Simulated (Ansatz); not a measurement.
Crystal: GaP.

```xyz
2
Lattice="0.0000 2.7252 2.7252 2.7252 0.0000 2.7252 2.7252 2.7252 0.0000" Properties=species:S:1:pos:R:3 pbc="T T T"
Ga    0.0000    0.0000    0.0000
P     4.0879    4.0879    4.0879
```

Base run:

* Program: Ansatz 0.2.0
* Functional: LDA
* Potentials or basis: all-electron LAPW, relativistic spinors
* Cutoff: 279 eV (chosen from the basis error)
* Basis error allowed: 0.001 eV/atom
* k mesh: 6 × 6 × 6
* Occupations: fermi-dirac, width 0.05 eV
* Spin: spin-orbit coupling, no magnetisation

Its results: band gap on the k mesh 1.46 eV, indirect (least direct gap 1.57 eV); pressure -2.7 GPa.

Problem. The run is repeated on the same cell with these changes: functional from LDA to PBE. What comes out?

Solution. Band gap on the k mesh 1.62 eV, indirect (least direct gap 1.80 eV); pressure 2.5 GPa.

PBE binds less tightly than LDA, so the same cell stands under more pressure.

A k mesh can miss the band edges.
